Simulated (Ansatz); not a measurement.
Free-standing chains of the atoms of Co, named by their start (strip: triangular double chain, ladder: square double chain); atoms and period are relaxed, and energies count from relaxed bulk Co (Im-3m, not its usual structure, 11.09 Å³/atom, gap on the mesh 0.00 eV).

All numbers below come from DFT PBE, scalar-relativistic, plane waves, PAW (Ansatz 0.2.0).

Cutoff 420 eV, Gaussian smearing of 0.05 eV, energies at zero smearing, symmetry of each start kept, collinear spin where a moment is listed.

```
          start atoms k mesh excess energy (eV per host atom) period (Å) highest filled level or Fermi level under vacuum (eV) size of the moment (μB per cell)
   linear chain      1  1×1×29                             3.108       2.153                                                   4.66                              2.17
dimerised chain      2  1×1×15                             3.106       4.351                                                   4.66                              4.53
  zigzag chain*      2  1×1×16                             2.226       2.303                                                      -                              4.00
   ladder chain      4  1×1×15                             2.282       4.530                                                      -                              8.22
    strip chain      2  1×1×28                             2.219       2.313                                                      -                              4.14
```

Zero in every row: gap on the mesh (eV).

* ends far from its start.

Each run keeps its start's symmetry and one magnetic start, so lower states can exist. Rows stand on unlike meshes and boxes, so starts that end alike can differ by a few hundredths of an eV per atom.

Cost: 5 runs of about 11 core-minutes in all, on Arm Neoverse V1 (shared hosts).